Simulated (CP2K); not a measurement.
Runs of CP2K 2026.2 on HfO2. Symmetry: P2_1/c, No. 14, monoclinic system. Conventional cell: a = 5.118 Å, b = 5.186 Å, c = 5.284 Å, α = 90.00°, β = 99.35°, γ = 90.00°. Hf (site symmetry 1) has 7 O at 2.03 to 2.25 Å as nearest neighbours. O (site symmetry 1) is surrounded by 3 Hf at 2.03 to 2.12 Å. O (site symmetry 1) has 4 Hf at 2.14 to 2.25 Å as nearest neighbours. 

```csv
task,level,potentials or basis,smearing,EPS_DEFAULT,NGRIDS,CUTOFF of the grids,MPI ranks,points a segment of the path (NPOINTS),gap on the mesh (eV),pressure (GPa),largest force (eV/Å)
single point,PBE,"POTENTIAL_UZH Hf GTH-PBE-q12, O GTH-PBE-q6; TZVP-MOLOPT-PBE-GTH basis",fermi-dirac 0.05 eV,1.0E-10,5,600 Ry,8,-,4.20,0.0,0.38
band structure,PBE,"POTENTIAL_UZH Hf GTH-PBE-q12, O GTH-PBE-q6; TZVP-MOLOPT-PBE-GTH basis",fermi-dirac 0.05 eV,1.0E-10,4,600 Ry,8,10,4.20,0.0,0.38
band structure,PBEsol,"POTENTIAL_UZH Hf GTH-PBE-q12, O GTH-PBE-q6; TZVP-MOLOPT-PBE-GTH basis",fermi-dirac 0.01 eV,1.0E-10,5,600 Ry,8,6,4.10,-5.7,(b)
band structure,r2SCAN,"POTENTIAL_UZH Hf GTH-SCAN-q12, O GTH-SCAN-q6; TZVP-MOLOPT-SCAN-GTH basis",fermi-dirac 0.01 eV,1.0E-9,4,850 Ry,8,6,(a),-7.8,0.39
band structure,TB-mBJ,"POTENTIAL_UZH Hf GTH-PBE-q12, O GTH-PBE-q6; TZVP-MOLOPT-PBE-GTH basis",fermi-dirac 0.0259 eV,1.0E-9,5,850 Ry,8,8,4.45,-,-
```

Alike in all rows: no spin polarisation; cell as given; k mesh 5 × 5 × 5.

**Question.** Estimate the missing entries.

**Answer.** (a) 4.55; (b) 0.37.

Caveats: spin-orbit coupling is left out, which moves the levels of the heavy elements; the basis of atomic orbitals isn't converged, which shifts pressures, moduli and gaps; the potentials were made for another functional, which shifts forces and pressure (some runs); an odd mesh through Γ misses points on the zone boundary, where band edges often lie (some runs); this is a model potential without an energy functional, so only levels have meaning (some runs).

A k mesh can miss the band edges, and the runs leave out spin-orbit coupling on Hf.

Not every run made on this cell is shown here.
